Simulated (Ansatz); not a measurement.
What spin–orbit coupling does to the bands of Ir

```yaml
crystal:
  lattice:
    - [0.00000, 1.91970, 1.91970]
    - [1.91970, 0.00000, 1.91970]
    - [1.91970, 1.91970, 0.00000]
  atoms:
    - { symbol: Ir, position: [0.00000, 0.00000, 0.00000] }
```

The geometry is COD entry 9008470, unchecked; take it as a test cell.

Methods: DFT, PBE, all-electron LAPW, scalar-relativistic (Ansatz 0.2.0); DFT, PBE, all-electron LAPW, Dirac equation with spin-orbit coupling (Ansatz 0.2.0).

Sampling and basis: a Γ-centred 15×15×15 k mesh, Fermi–Dirac smearing of 0.05 eV, basis error target 0.5 meV/atom, no spin polarisation.

Levels between -6 and 4 eV, each run counted from its own valence-band top where it has a gap, else its Fermi level. Scalar levels are listed once for both spins; with the coupling every spinor state is counted. Levels near the edges of the range can cross them.

Task: At Γ (0.000, 0.000, 0.000) the scalar-relativistic levels are -3.94 (×3), -1.25 (×2). What are they with spin–orbit coupling?

Result: -4.36 (×4), -3.53 (×2), -1.17 (×4).

Task: At U (0.625, 0.250, 0.625) the scalar-relativistic levels are -2.95, -0.94, 0.56. What are they with spin–orbit coupling?

Result: -3.14 (×2), -1.00 (×2), 0.60 (×2).

Task: At W (0.500, 0.250, 0.750) the scalar-relativistic levels are -4.93 (×2), -1.87, 1.44. What are they with spin–orbit coupling?

Result: -5.11 (×2), -5.06 (×2), -1.86 (×2), 1.42 (×2).
